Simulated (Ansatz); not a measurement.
# AlP: the cost of one run

Method: DFT LDA, scalar-relativistic, plane waves, PAW, in Ansatz 0.2.0.

The COD entry's cell or inner coordinates are ideal or old and differ from later refinements, so a difference from it is no clean test against experiment.

3 further runs of the same task are left out: 3 set aside as unsound or not needed.

### 1 The starting structure

The structure is cubic, space group F-43m (No. 216). Conventional cell: a = 5.434 Å, b = 5.434 Å, c = 5.434 Å, α = 90.00°, β = 90.00°, γ = 90.00°. Al (site symmetry -43m) has 4 P at 2.35 Å as nearest neighbours. P (site symmetry -43m) is surrounded by 4 Al at 2.35 Å.

Coordinates:

```cif
data_structure
_symmetry_space_group_name_H-M 'F-43m'
_symmetry_Int_Tables_number 216
_cell_length_a 5.4340
_cell_length_b 5.4340
_cell_length_c 5.4340
_cell_angle_alpha 90.000
_cell_angle_beta 90.000
_cell_angle_gamma 90.000
_cell_volume 160.45
loop_
_atom_site_label
_atom_site_type_symbol
_atom_site_symmetry_multiplicity
_atom_site_Wyckoff_symbol
_atom_site_fract_x
_atom_site_fract_y
_atom_site_fract_z
_atom_site_occupancy
Al1 Al 4 a 0.00000 0.00000 0.00000 1
P1 P 4 c 0.25000 0.25000 0.25000 1
```

This cell was relaxed beforehand with the same method: volume 20.06 Å³/atom, gap on the mesh 1.42 eV.

### 2 Relaxing at 7 GPa

What is minimised here is the enthalpy; the energy can go up as the cell is squeezed.

File input.yaml:

```yaml
crystal:
  lattice:
    - [0.0, 2.7169780679, 2.7169780679]
    - [2.7169780679, 0.0, 2.7169780679]
    - [2.7169780679, 2.7169780679, 0.0]
  atoms:
    - { symbol: Al, position: [0.0, 0.0, 0.0] }
    - { symbol: P, position: [0.75, 0.75, 0.75] }
basis:
  ecutwfc: 420
kpoints:
  mp_grid: { grid: [8, 8, 8] }
hamiltonian:
  xc: lda
scf:
  occupations: { method: fixed }
output:
  forces: true
  stress: true
  eigenvalues: true
  write_density: true
  write_potential: true
  elf: true
  volumetric_format: npy
relax:
  adjacent_minimum: "off"
  f_tol: 0.001
  max_steps: 60
  cell: { stress_tol: 0.02, p_target: 7.0 }
```

The run is started by

```sh
ansatz run input.yaml --threads 1 --pin off --max-ram 3072MiB --backend cpu --events-out ev --progress --plain --runs-dir out
```

Q: Estimate wall time and peak memory on 1 thread of Intel Xeon at 2.70GHz, shared host.

About 15 s, with a peak of 0.31 GiB.
